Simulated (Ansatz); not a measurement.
Starting structure, clean slab, lower half held (Pt, Fm-3m (No. 225), (1 1 1) face):

```
CELL_PARAMETERS angstrom
2.77049 0.00000 0.00000
-1.38524 2.39931 0.00000
0.00000 0.00000 23.78628
ATOMIC_POSITIONS crystal
Pt 0.66667 0.33333 0.35735
Pt 0.33333 0.66667 0.45245
Pt 0.00000 0.00000 0.54755
Pt 0.66667 0.33333 0.64265
```

Method: DFT PBEsol, scalar-relativistic, plane waves, PAW in Ansatz. Plane waves to 420 eV, a k mesh through Γ of 12×12×1 on the computed 4-atom cell and Gaussian smearing (0.10 eV); no spin polarisation. The cell repeats along c with a dipole correction in the vacuum.

Atoms 1, 2 (counted from 1) are held. The cell is fixed. Force threshold 0.03 eV/Å.

Problem. Where does it end?

Solution. The energy falls by 0.002 eV in 3 steps, to:

```yaml
crystal:
  lattice:
    - [2.77049, 0.00000, 0.00000]
    - [-1.38524, 2.39931, 0.00000]
    - [0.00000, 0.00000, 23.78628]
  atoms:
    - { symbol: Pt, position: [0.66667, 0.33333, 0.35735] }
    - { symbol: Pt, position: [0.33333, 0.66667, 0.45245] }
    - { symbol: Pt, position: [0.00000, 0.00000, 0.54647] }
    - { symbol: Pt, position: [0.66667, 0.33333, 0.64178] }
```

Spin–orbit coupling is left out, which can shift energies with elements as heavy as these.